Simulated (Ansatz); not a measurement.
# Si: the crystal squeezed far

How does Si (sc type) answer strong compression? The runs shown use PAW. Its runs: cell relaxed at zero pressure (PAW); volume scaled by 1 (PAW); volume scaled by 0.88 (PAW); volume scaled by 0.78 (PAW); volume scaled by 0.68 (PAW); volume scaled by 0.58 (PAW and PAW (partial_waves polarizable)); volume scaled by 0.5 (PAW); volume scaled by 0.43 (PAW and PAW (source ansatz)).

Program: Ansatz 0.2.0. Level of theory: DFT PBE, with the methods named in each step. These are calculated values, not measurements.

### 1 The starting structure

It takes space group Pm-3m (No. 221, cubic). The conventional cell has a = 2.585 Å, b = 2.585 Å, c = 2.585 Å, α = 90.00°, β = 90.00°, γ = 90.00°. Around Si (site symmetry m-3m) lie 6 Si at 2.59 Å.

Structure file:

```cif
data_structure
_symmetry_space_group_name_H-M 'Pm-3m'
_symmetry_Int_Tables_number 221
_cell_length_a 2.5853
_cell_length_b 2.5853
_cell_length_c 2.5853
_cell_angle_alpha 90.000
_cell_angle_beta 90.000
_cell_angle_gamma 90.000
_cell_volume 17.28
loop_
_atom_site_label
_atom_site_type_symbol
_atom_site_symmetry_multiplicity
_atom_site_Wyckoff_symbol
_atom_site_fract_x
_atom_site_fract_y
_atom_site_fract_z
_atom_site_occupancy
Si1 Si 1 a 0.00000 0.00000 0.00000 1
```

The file gives the conventional cell by its symmetry; the runs use the cell typed in the input.

Whether this phase is the stable one at these pressures isn't tested.

### 2 Cell relaxed at zero pressure, PAW

Input file input.yaml:

```yaml
crystal:
  lattice:
    - [2.585321628, 0.0, 0.0]
    - [0.0, 2.585321628, 0.0]
    - [0.0, 0.0, 2.585321628]
  atoms:
    - { symbol: Si, position: [0.0, 0.0, 0.0] }
kpoints:
  mp_grid: { grid: [15, 15, 15] }
scf:
  occupations: { method: fermi_dirac, width: 0.08 }
hamiltonian:
  xc: pbe
  pseudopotentials: { kind: paw }
output:
  forces: true
  stress: true
  write_density: true
  write_potential: true
  elf: true
  volumetric_format: npy
relax:
  f_tol: 0.005
  max_steps: 40
  cell: {}
```

Launch:

```bash
$ ansatz run input.yaml --threads 1 --pin off --max-ram 2048MiB --backend cpu --events-out ev --progress --plain --runs-dir out
```

The runs that follow: Volume scaled by 1, PAW; Volume scaled by 0.88, PAW; Volume scaled by 0.78, PAW; Volume scaled by 0.68, PAW; Volume scaled by 0.58, PAW; Volume scaled by 0.58, PAW (partial_waves polarizable); Volume scaled by 0.5, PAW; Volume scaled by 0.43, PAW; Volume scaled by 0.43, PAW (source ansatz).

What does the calculation give? Wanted: PAW pressure at 0.43 of the volume; fitted bulk modulus at zero pressure.

**Answer**, as computed:

| quantity | value |
| --- | --- |
| PAW pressure at 0.43 of the volume | 444.9 GPa |
| fitted bulk modulus at zero pressure (PAW) | 108 GPa |
| its pressure derivative | 3.80 |

**Reading.** By PAW the pressure climbs to 445 GPa at 0.43 of the first volume. One third-order Birch-Murnaghan curve follows these points (B₀ = 108 GPa, B′ = 3.80, misfit at most 0.33 GPa). A fit over so wide a range leans to the high pressures, so B₀ can be off by several per cent. No all-electron run checks these rows here, and frozen cores can fail under such compression. The ions are at rest, and the electrons smeared by 0.08 eV.
